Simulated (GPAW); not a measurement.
Crystal: In.

```
CELL_PARAMETERS angstrom
-1.88253 1.88253 1.88253
1.88253 -1.88253 1.88253
1.88253 1.88253 -1.88253
ATOMIC_POSITIONS crystal
In 0.00000 0.00000 0.00000
```

This isn't the form of In at room conditions, which is tetragonal.

```yaml
Program: GPAW 26.7.0
Task: relaxation of cell and atoms
Functional: PBEsol
Potentials_or_basis: PAW data sets generated in the run's folder for this functional
Cutoff: 600 eV
Basis: pw
k_mesh: 10 × 10 × 10
Occupations: fermi-dirac, width 0.05 eV
Spin: no spin polarisation
```

At the start: pressure -1.7 GPa; volume 26.69 Å³/atom.

How do energy, volume and symmetry change on relaxing?

Over 3 steps the energy falls by 5.8 meV/atom and the volume is 25.51 Å³/atom (-4.4 %); space group Im-3m (No. 229, to 0.05 Å).

The path:
| step | energy change (eV) | largest force (eV/Å) | pressure (GPa) | volume (Å³) |
| --- | --- | --- | --- | --- |
| 1 | 0.0000 | 0.0000 | -1.66 | 26.69 |
| 2 | -0.0027 | 0.0000 | -1.24 | 26.37 |
| 3 | -0.0058 | 0.0000 | 0.09 | 25.51 |

Final structure:
```xyz
1
Lattice="-1.8543 1.8543 1.8543 1.8543 -1.8543 1.8543 1.8543 1.8543 -1.8543" Properties=species:S:1:pos:R:3 pbc="T T T"
In    0.0000    0.0000    0.0000
```

Caveat: later steps reuse the first step's grids.
